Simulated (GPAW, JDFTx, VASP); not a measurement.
BP: 3 runs at one level of theory

```xyz
2
Lattice="0.0000 2.2690 2.2690 2.2690 0.0000 2.2690 2.2690 2.2690 0.0000" Properties=species:S:1:pos:R:3 pbc="T T T"
P     3.4035    3.4035    3.4035
B     0.0000    0.0000    0.0000
```

Alike in all runs: task band structure; functional r2SCAN; k mesh 10 × 10 × 10; occupations fermi-dirac, width 0.05 eV; no spin polarisation; no spin-orbit coupling. Pressure is positive in compression and, in plane waves, holds the error of the finite cutoff. Gaps are the smaller of the mesh's and the band path's.

```
                    program and potentials  plane-wave cutoff (eV)                    notes  band gap (eV)  pressure (GPa)
          VASP, PBE PAW files B, P, 520 eV                     520  potentials made for PBE           1.45           -0.67
GPAW, GPAW PAW data sets (gpaw-data 1.2.1)                     800  potentials made for PBE           1.42            0.08
                       JDFTx, SG15-PBE-1.2                    1088  potentials made for PBE           1.41               -
```

The band gap spans 1.41 (JDFTx, SG15-PBE-1.2) to 1.45 eV (VASP, PBE PAW files B, P, 520 eV). The pressure spans -0.67 (VASP, PBE PAW files B, P, 520 eV) to 0.08 GPa (GPAW, GPAW PAW data sets (gpaw-data 1.2.1)). The paths' points differ, which is worth about 0.01 eV.

The functional is the same throughout but for its coding, so the spread measures potentials, basis and numerics; runs on potential files found faulty are left out.

The three runs agree closely on a gap of 1.41 to 1.45 eV, so the choice of code and potential hardly matters for this semiconductor. Boron and phosphorus differ little in electronegativity, and the gap is therefore mainly a covalent splitting between bonding and antibonding sp³ combinations, with only a small ionic contribution. All three values lie clearly below the known indirect gap of zinc-blende BP. The likely cause is the semilocal treatment of exchange and correlation, which captures too little of the derivative discontinuity; spin-orbit coupling is too weak in such light elements to account for the shortfall.

The pressures, -0.67 and 0.08 GPa, are small for so stiff a covalent lattice and suggest that the cell lies close to the r2SCAN equilibrium volume. Their difference probably reflects basis convergence together with the potentials, rather than a real disagreement about bonding. Because every potential was made for PBE, the narrow spread in the gap cannot rule out a shared error from that mismatch.
